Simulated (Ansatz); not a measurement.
# Zn (C2/m) in Ansatz: single point with PBEsol

Aim: the single point of Zn with PBEsol.

Everything below comes from runs of Ansatz 0.2.0. Logs are shortened: lines on timing, memory, paths and dates and some standing lists are left out, and cuts for length are marked.

### 1 The cell of the first run

The structure is monoclinic, space group C2/m (No. 12). Conventional cell: a = 4.536 Å, b = 2.617 Å, c = 7.472 Å, α = 90.00°, β = 102.30°, γ = 90.00°. Zn (site symmetry m) has 12 Zn at 2.62 to 2.89 Å as nearest neighbours. Around Zn (site symmetry 2/m) lie 12 Zn at 2.62 to 2.89 Å.

This isn't the form of Zn at room conditions, which is hcp.

### 2 Single point, PBEsol (strain_shear_xy = 0)

Contents of input.yaml:

```yaml
crystal:
  lattice:
    - [2.2681701736, -1.30848701, 0.0]
    - [2.2681701736, 1.30848701, 0.0]
    - [-1.5917165425, 0.0, 7.3004081919]
  atoms:
    - { symbol: Zn, position: [0.77801786, 0.77801786, 0.33450498] }
    - { symbol: Zn, position: [0.22198214, 0.22198214, 0.66549502] }
    - { symbol: Zn, position: [0.0, 0.0, 0.0] }
kpoints:
  mp_grid: { grid: [12, 12, 4] }
scf:
  occupations: { method: fermi_dirac, width: 0.05 }
hamiltonian:
  xc: pbesol
  pseudopotentials: { kind: all_electron, lapw: { basis_error: 0.002 } }
output:
  forces: true
  stress: true
  eigenvalues: true
```

Potentials or basis: all-electron LAPW, scalar-relativistic.

On the command line:

```bash
$ ansatz run input.yaml --threads 2 --pin off --max-ram 8192MiB --backend cpu --events-out ev --progress --plain --runs-dir out
```

What it wrote:

```text
Warning: RAYON_NUM_THREADS=2 ignored (pool sized by the plan → 2); use --threads N
LAPW: plane waves up to 8.195 Å⁻¹, error target 2.0e-3 eV per atom; small_component_spin mean_spin; Zn in spheres of 1.308 Å, 20 of its electrons in bands, Dirac shells [] (how accurate: hamiltonian.pseudopotentials.lapw.basis_error, Limitations)
Engine: ansatz 0.2.0, aarch64-unknown-linux-gnu
Pseudopotentials: kind: all_electron
Pseudopotential: Zn, LAPW, valence charge 20, lapw/all_electron/scalar/gaussian/Zn, Koelling and Harmon's equation, gaussian nucleus
Functional definition: PBEsol
  exchange = pbesol_x
  correlation = pbesol_c
Crystal: 3 atoms, lattice volume = 43.333 Å³
Basis set: ecut = 255.83988236931023 eV, 401 PW (Γ), exchange–correlation at level 2
Bands: 36, of which v1, the nominal top of the filled ones, is band 30 counted from 1 (29 counted from 0)
Symmetry: 4 space group operations
Space group: C2/m (ITA 12), of the structure as read, at distance tolerance 3.5e-5 Å
k-points: 164 of 576
Non-local potential: Zn, projectors of the file, none
Initial density: superposition of atomic densities (chi_scale 0.1, normalization cell)
Initial wavefunctions: plane waves of lowest kinetic energy (no species holds an atomic orbital)
Functional: x = pbesol(κ = 0.804, μ = 0.12345679012345678), c = pbesol(β = 0.046)
iter 1 solved again at ethr=1.91e-4 eV; its pass at ethr=1.00e-1 eV (dr2=1.15e-1 eV) is discarded
SCF iter   1: F=—  HF=-146505.147190 eV  |F-HF|=—  |Δ(HF+E_count)|=         —  Δρ=2.14e-2  dr2=1.15e-1  ethr=1.91e-4  ⟨swp⟩=3.0  Hψ=39288  notcnv=0
preconditioner: auto → Kerker (q_TF=auto, 2.880 Å⁻¹)  [metal: Δε(μ)=0.023 eV  Ē_g=12.631 eV  σ=0.050 eV  W_gap=0.11  n_scr=18 (ndim 8)  ℏωp=33.8 eV  f_vac=0.000  D(μ)=0.84/eV (n_scr^D=4)]
SCF iter   2: F=—  HF=-146504.948413 eV  |F-HF|=—  |Δ(HF+E_count)|=   1.99e-1  Δρ=7.82e-3  dr2=2.21e-2  ethr=1.91e-4  ⟨swp⟩=3.0  Hψ=19937  notcnv=0
SCF iter   3: F=—  HF=-146504.719902 eV  |F-HF|=—  |Δ(HF+E_count)|=   2.29e-1  Δρ=9.37e-3  dr2=2.76e-2  ethr=3.69e-5  ⟨swp⟩=3.0  Hψ=19058  notcnv=0
SCF iter   4: F=—  HF=-146504.706895 eV  |F-HF|=—  |Δ(HF+E_count)|=   1.30e-2  Δρ=3.74e-3  dr2=5.49e-3  ethr=3.69e-5  ⟨swp⟩=2.0  Hψ=17078  notcnv=0
iter 5 solved again at ethr=3.12e-7 eV; its pass at ethr=9.16e-6 eV (dr2=1.87e-4 eV) is discarded
SCF iter   5: F=—  HF=-146504.707389 eV  |F-HF|=—  |Δ(HF+E_count)|=   4.93e-4  Δρ=6.58e-4  dr2=1.87e-4  ethr=3.12e-7  ⟨swp⟩=2.0  Hψ=29254  notcnv=0
SCF iter   6: F=—  HF=-146504.707488 eV  |F-HF|=—  |Δ(HF+E_count)|=   9.98e-5  Δρ=3.18e-4  dr2=9.96e-5  ethr=3.12e-7  ⟨swp⟩=2.1  Hψ=17100  notcnv=0
SCF iter   7: F=—  HF=-146504.707215 eV  |F-HF|=—  |Δ(HF+E_count)|=   2.74e-4  Δρ=1.51e-4  dr2=7.12e-6  ethr=1.66e-7  ⟨swp⟩=2.1  Hψ=17093  notcnv=0
SCF iter   8: F=—  HF=-146504.707214 eV  |F-HF|=—  |Δ(HF+E_count)|=   1.04e-6  Δρ=3.55e-5  dr2=5.89e-7  ethr=1.19e-8  ⟨swp⟩=2.0  Hψ=17078  notcnv=0
SCF iter   9: F=—  HF=-146504.707213 eV  |F-HF|=—  |Δ(HF+E_count)|=   7.05e-8  Δρ=8.51e-6  dr2=3.00e-8  ethr=9.82e-10  ⟨swp⟩=2.0  Hψ=17078  notcnv=0
SCF iter  10: F=-146504.707213 eV  HF=-146504.707213 eV  |F-HF|=1.02e-9  |Δ(HF+E_count)|=   1.93e-8  Δρ=1.48e-6  dr2=7.94e-10  ethr=4.99e-11  ⟨swp⟩=2.0  Hψ=17078  notcnv=0
SCF 1 converged in 10 iterations: F = -146504.707213 eV  dr2 = 7.94e-10
SCF converged after 10 iterations
Free energy (F): -146504.707213 eV
Harris-Foulkes:  -146504.707213 eV  (|F-HF|=1.02e-9)
Internal energy: -146504.699743 eV  (E = F + TS)
E sigma→0 (E₀):  -146504.703478 eV
Entropy (-TS):   -0.007470 eV (-2.490 meV/atom)
Fermi energy:    14.720530 eV
--- Per-component energies (eV) ---
  E_band       = -1585.137679
  E_kinetic    = 149184.119301
  E_xc         = -5734.329953
  E_electrostatic = -289954.489091  (all electrons and nuclei)
  E_smearing   = -0.007470  (= −TS)
  E_closure    = 0.000000  (closes the sum)
  E_atoms      = -146499.996407  (free atoms, spherical and without spin; not in F)
  Σ components = -146504.707213   (vs F -146504.707213, Δ=0.00e0)
  Basis errors (estimates in eV, not in F): energy 5.2e-4 per atom: plane waves 4.9e-4 (2.6e-4 summed), levels above the bands 2.6e-54, relativity 4.1e-9, radial functions 2.1e-5, core shells 2.6e-11; eigenvalues (radial functions only) 1.5e-4; not estimated: angular momenta, meshes, grids; target (lapw.basis_error) 2.0e-3; muffin-tin radii Zn 1.308 Å
--- Forces (eV/Å), atoms counted from 1 ---
  atom   1  Zn    -0.00459457     0.00000000    -0.00981125
  atom   2  Zn     0.00459457    -0.00000000     0.00981125
  atom   3  Zn    -0.00000000     0.00000000     0.00000000
  max |Σ_I F_I| component: 1.73e-18 eV/Å
--- Stress (GPa, compression-positive) ---
       -2.789767      -0.000000      -0.395531
       -0.000000      -3.394456       0.000000
       -0.395531       0.000000       2.428888
  P = ⅓ Tr σ = -1.2518 GPa (-12.518 kbar)
--- Band table (eV; the first three rows and the last of 164) ---
  k-point 0: bands = ["-111.6554", "-111.6524", "-111.6518", "-65.9723", "-65.9718", "-65.9602", "-65.9519", "-65.9517", "-65.9486", "-65.9486", "-65.9477", "-65.9475", "3.8133", "5.6519", "5.6579", "6.6386", "6.8887", "6.8906", "6.8989", "6.9036", "6.9381", "6.9434", "7.3255", "7.3311", "7.4951", "7.4988", "7.5013", "7.5104", "7.6540", "7.6850", "16.2952", "16.3537", "28.5855", "32.2338", "33.1351", "33.2254"]
  k-point 1: bands = ["-111.6554", "-111.6525", "-111.6518", "-65.9749", "-65.9682", "-65.9612", "-65.9519", "-65.9517", "-65.9486", "-65.9486", "-65.9477", "-65.9476", "3.9869", "5.1657", "5.8097", "6.6412", "6.8842", "6.8897", "6.8937", "6.9036", "6.9077", "6.9352", "6.9389", "7.3429", "7.3462", "7.4471", "7.4479", "7.5380", "7.5424", "9.1451", "13.6209", "19.3541", "26.1180", "32.8810", "32.8845", "33.8113"]
  k-point 2: bands = ["-111.6554", "-111.6525", "-111.6518", "-65.9759", "-65.9649", "-65.9635", "-65.9519", "-65.9517", "-65.9485", "-65.9485", "-65.9478", "-65.9476", "4.4591", "4.5067", "5.8378", "6.6777", "6.6779", "6.8841", "6.8874", "6.9122", "6.9176", "6.9280", "6.9298", "7.3755", "7.3835", "7.3940", "7.4056", "7.5518", "7.5563", "10.7277", "11.6502", "22.6154", "22.6990", "32.7329", "32.7566", "33.8496"]
  k-point 163: bands = ["-111.6518", "-111.6487", "-111.6486", "-65.9880", "-65.9853", "-65.9836", "-65.9654", "-65.9648", "-65.9612", "-65.9611", "-65.9582", "-65.9566", "6.0543", "6.1064", "6.1183", "6.3647", "6.4026", "6.7702", "7.0582", "7.1739", "7.3604", "7.4058", "7.4140", "7.6034", "7.7410", "7.7549", "7.7584", "11.6628", "12.3839", "13.0234", "15.3649", "15.6364", "16.5092", "21.5395", "22.6923", "23.9121"]
```

It took 36 s on 2 threads of Arm Neoverse V1, shared host; peak memory 0.63 GiB.

What came out:

```
Free energy            : -146504.7072 eV
Pressure               : -1.3 GPa
Largest force          : 0.011 eV/Å
Band gap on the k mesh : none (metal or under the smearing width)
```

Forces on the atoms (eV/Å):
```
Zn  -0.005  0.000 -0.010
Zn   0.005  0.000  0.010
Zn   0.000  0.000  0.000
```
